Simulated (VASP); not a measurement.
CuO:

```xyz
2
Lattice="2.5526 0.0000 0.0000 0.0000 2.5526 0.0000 0.0000 0.0000 2.5526" Properties=species:S:1:pos:R:3 pbc="T T T"
Cu    0.0000    0.0000    0.0000
O     1.2763    1.2763    1.2763
```

Measurements of this composition are mostly on another form, of space group No. 15.

Base run:

```yaml
Program: VASP 6.6.1
Functional: r2SCAN
Potentials_or_basis: VASP PAW PBE potentials, release 64 (Cu, O)
Cutoff: 520 eV
k_mesh: 7 × 7 × 7
Occupations: gaussian, width 0.05 eV
Spin: collinear spin, ferromagnetic start
Starting_moments: "[0.6, 0.0] μB"
Hubbard_terms: Cu d U = 4 eV
```

Its results: pressure 10.9 GPa.

Question: The run is repeated on the same cell with these changes: further incar settings from ALGO = Normal; EDIFF = 1e-07 to ALGO = Normal; EDIFF = 1e-06; NBANDS = 20; fixed moment from none to 0 μB. What comes out?

Answer: Pressure 8.2 GPa.

Caveats: the PAW data sets were made with another functional, which shifts forces and pressure a little; a cell with one magnetic atom can't hold antiferromagnetic order, which such compounds often take (some runs); the total moment is fixed, so each spin has its own Fermi level (some runs).
